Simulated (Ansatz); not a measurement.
MnS (Fm-3m)

Level of theory: DFT PBEsol, scalar-relativistic, plane waves, PAW in Ansatz 0.2.0.

Settings: cutoff 420 eV, Γ-centred mesh 14×14×14 on the computed 2-atom cell, Gaussian smearing of 0.10 eV; collinear spin from starting moments 4.04 0 μB.

The structure is relaxed at this level of theory with its symmetry kept.

The structure is cubic, space group Fm-3m (No. 225). The conventional cell has a = 4.938 Å, b = 4.938 Å, c = 4.938 Å, α = 90.00°, β = 90.00°, γ = 90.00°. Mn (site symmetry m-3m) is surrounded by 6 S at 2.47 Å. Around S (site symmetry m-3m) lie 6 Mn at 2.47 Å.

| Item | Value |
| --- | --- |
| Volume per atom | 15.05 Å³ |
| Formation energy from the elements' standard states (uncorrected) | -0.409 eV/atom |
| Kohn–Sham band gap | none (metal) |
| Density of states at the Fermi level | 1.28 states/eV per cell |
| Löwdin character within 0.5 eV of the Fermi level | Mn 3d 73 %, S 3p 20 %, unprojected 6 % |
| Bulk modulus | 58 GPa |
| Its pressure derivative | 5.0 |
| Bader charges (e) | Mn (1 in the cell) 1.07, S (1 in the cell) -1.07 |
| Total moment | 4.11 μB per cell |
| Site moments (μB; atoms counted from 1 over the whole cell) | Mn (atom 1) 3.67, S (atom 2) 0.10 |

Only this magnetic start was tried.